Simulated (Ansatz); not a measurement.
Crystal: YN.

```
Y N
1.0
     0.00000    2.43850    2.43850
     2.43850    0.00000    2.43850
     2.43850    2.43850    0.00000
Y N
1 1
Direct
  0.00000 0.00000 0.00000
  0.50000 0.50000 0.50000
```

Base run:

| Quantity | Value |
| --- | --- |
| Program | Ansatz 0.2.0 |
| Functional | PBEsol |
| Potentials or basis | Ansatz PAW |
| Cutoff | 420 eV (not typed: the program's choice for these potentials) |
| k mesh | 7 × 7 × 7 |
| Occupations | fermi-dirac, width 0.05 eV |
| Spin | spin-orbit coupling, no magnetisation |

Its results: band gap on the k mesh 0.18 eV, indirect (least direct gap 0.56 eV); pressure -2.1 GPa.

Problem. The run is repeated on the same cell with these changes: functional from PBEsol to r2SCAN; cutoff from 420 eV (not typed: the program's choice for these potentials) to 500 eV (not typed: the program's choice for these potentials). What comes out?

Solution. Band gap on the k mesh 0.64 eV, indirect (least direct gap 1.04 eV); pressure 2.1 GPa.

r2SCAN gives the wider gap, since meta-GGAs in the generalised Kohn-Sham scheme recover part of the derivative discontinuity.

Caveats: the k mesh misses the band edges, so the gap on the mesh is wider than the one along the path; the PAW data sets come from PBE, with cores solved anew for the run's functional, which leaves a small shift of forces and pressure.
